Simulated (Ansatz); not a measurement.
# F: convergence and cost

This session on F sets out to sweep the k-point mesh.

Program: Ansatz 0.2.0. Level of theory: DFT PBE, scalar-relativistic, plane waves, PAW. These are calculated values, not measurements.

2 further runs of the same task are left out: 1 for a broken database entry, 1 set aside as unsound or not needed.

## (1) Starting point

The structure is monoclinic, space group C2/c (No. 15). Conventional cell: a = 5.500 Å, b = 3.280 Å, c = 7.280 Å, α = 90.00°, β = 102.17°, γ = 90.00°. F (site symmetry 1) is surrounded by 1 F at 1.49 Å.

Coordinates:

```
CELL_PARAMETERS angstrom
2.75000 -1.64000 0.00000
2.75000 1.64000 0.00000
-1.53472 0.00000 7.11639
ATOMIC_POSITIONS crystal
F 0.96800 0.60200 0.09970
F 0.39800 0.03200 0.40030
F 0.03200 0.39800 0.90030
F 0.60200 0.96800 0.59970
```

Source of the structure: the Crystallography Open Database. It is taken as it stands there.

## (2) The base input

File input.yaml:

```yaml
crystal:
  lattice:
    - [2.75, -1.64, 0.0]
    - [2.75, 1.64, 0.0]
    - [-1.53472, 0.0, 7.11639]
  atoms:
    - { symbol: F, position: [0.968, 0.602, 0.0997] }
    - { symbol: F, position: [0.398, 0.032, 0.4003] }
    - { symbol: F, position: [0.032, 0.398, 0.9003] }
    - { symbol: F, position: [0.602, 0.968, 0.5997] }
basis:
  ecutwfc: 420
kpoints:
  mp_grid: { grid: [10, 10, 4] }
hamiltonian:
  xc: pbe
scf:
  occupations: { method: gaussian, width: 0.02 }
output:
  forces: true
  stress: true
  eigenvalues: true
  populations: true
```

Its results, from an earlier run: -805.5683 eV/atom at zero smearing, pressure -4.14 GPa, largest force 1.922 eV/Å, gap on the mesh 1.98 eV, in 6 SCF cycles and 2.2 s.

## (3) K-point mesh set to 1×1×1

File input.yaml:

```yaml
crystal:
  lattice:
    - [2.75, -1.64, 0.0]
    - [2.75, 1.64, 0.0]
    - [-1.53472, 0.0, 7.11639]
  atoms:
    - { symbol: F, position: [0.968, 0.602, 0.0997] }
    - { symbol: F, position: [0.398, 0.032, 0.4003] }
    - { symbol: F, position: [0.032, 0.398, 0.9003] }
    - { symbol: F, position: [0.602, 0.968, 0.5997] }
basis:
  ecutwfc: 420
kpoints:
  mp_grid: { grid: [1, 1, 1] }
hamiltonian:
  xc: pbe
scf:
  occupations: { method: gaussian, width: 0.02 }
output:
  forces: true
  stress: true
  eigenvalues: true
```

## (4) K-point mesh: 2×2×1

input.yaml, as its differences from that of step 3:

```diff
@@ -13,3 +13,3 @@
 kpoints:
-  mp_grid: { grid: [1, 1, 1] }
+  mp_grid: { grid: [2, 2, 1] }
 hamiltonian:
```

## (5) K-point mesh: 4×4×1

input.yaml, as its differences from that of step 4:

```diff
@@ -13,3 +13,3 @@
 kpoints:
-  mp_grid: { grid: [2, 2, 1] }
+  mp_grid: { grid: [4, 4, 1] }
 hamiltonian:
```

## (6) K-point mesh set to 4×4×2

input.yaml, as its differences from that of step 5:

```diff
@@ -13,3 +13,3 @@
 kpoints:
-  mp_grid: { grid: [4, 4, 1] }
+  mp_grid: { grid: [4, 4, 2] }
 hamiltonian:
```

## (7) K-point mesh set to 6×6×2

input.yaml, as its differences from that of step 6:

```diff
@@ -13,3 +13,3 @@
 kpoints:
-  mp_grid: { grid: [4, 4, 2] }
+  mp_grid: { grid: [6, 6, 2] }
 hamiltonian:
```

## (8) K-point mesh: 6×6×4

input.yaml, as its differences from that of step 7:

```diff
@@ -13,3 +13,3 @@
 kpoints:
-  mp_grid: { grid: [6, 6, 2] }
+  mp_grid: { grid: [6, 6, 4] }
 hamiltonian:
```

## (9) K-point mesh set to 8×8×4

input.yaml, as its differences from that of step 8:

```diff
@@ -13,3 +13,3 @@
 kpoints:
-  mp_grid: { grid: [6, 6, 4] }
+  mp_grid: { grid: [8, 8, 4] }
 hamiltonian:
```

## (10) K-point mesh: 12×12×6

input.yaml, as its differences from that of step 9:

```diff
@@ -13,3 +13,3 @@
 kpoints:
-  mp_grid: { grid: [8, 8, 4] }
+  mp_grid: { grid: [12, 12, 6] }
 hamiltonian:
```

## (11) K-point mesh: 14×14×6

input.yaml, as its differences from that of step 10:

```diff
@@ -13,3 +13,3 @@
 kpoints:
-  mp_grid: { grid: [12, 12, 6] }
+  mp_grid: { grid: [14, 14, 6] }
 hamiltonian:
```

(Steps that only read results are left out.)

Q: Predict the outcome of the series: the values and the trend.

The runs gave:

```
                                              quantity                      value
k-point mesh: within 10 and 1 meV/atom of 14×14×6 from  4×4×1 for 10; 4×4×2 for 1
```

In words: For the k-point mesh, the energy stays within 1 meV/atom of the reference from 4×4×2 on, at about 0.079 of the reference's time. That is measured against the best run here, which may itself be short of the limit. A mesh shows the true gap only if it holds both band edges, so the gap need not fall steadily as the mesh grows. The error changes sign along the series, since a k mesh isn't variational. Forces stay within 0.01 eV/Å of the reference from 4×4×2 on. The listed cell is far from this method's equilibrium (-4.1 GPa, forces up to 1.92 eV/Å), so its values are not those of the relaxed crystal.
